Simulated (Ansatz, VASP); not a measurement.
# FeO in VASP and in Ansatz

```xyz
2
Lattice="1.5177 0.8762 2.5158 -1.5177 0.8762 2.5158 0.0000 -1.7525 2.5158" Properties=species:S:1:pos:R:3 pbc="T T T"
Fe    0.0000    0.0000    0.0000
O     0.0000    0.0000    3.7737
```

Alike in both runs: task single point; functional PBE; k mesh 11 × 11 × 11; occupations fermi-dirac, width 0.05 eV; no spin polarisation.

|  | VASP | Ansatz |
| --- | --- | --- |
| version | VASP 6.6.1 | Ansatz 0.2.0 |
| potentials or method | VASP PAW PBE potentials, release 64 (Fe, O) | Ansatz PAW |
| plane-wave cutoff (eV) | 520 | 420 |
| valence electrons in the cell | 14 | 22 |

Ansatz gave:

```
gap on the k mesh at the Fermi level (eV)       : none
pressure (GPa)                                  : -25.9
largest component of the traceless stress (GPa) : 0.09
```

Task: Which values does VASP return?

Result: gap on the k mesh at the Fermi level (eV): none; pressure (GPa): -25.7; largest component of the traceless stress (GPa): 0.07.

A gap of «none» marks a metal or a gap that the smearing closes. With one functional, cell and mesh, what is left measures potentials, basis and numerics. The two sets of potentials don't hold the same shells in valence.

Caveats: the run has no spin polarisation, though such a crystal can be magnetic; semilocal functionals often make such compounds metallic where correlation or magnetic order opens a gap, which also shifts bond lengths; so large a pressure means that the cell lies far from this level's equilibrium, or that cutoff or potentials fall short (VASP); the pressure holds a Pulay correction of +0.7 GPa for the finite cutoff (Ansatz). Spin polarisation is off, so any magnetic state and its effect on volume and gap are missing.
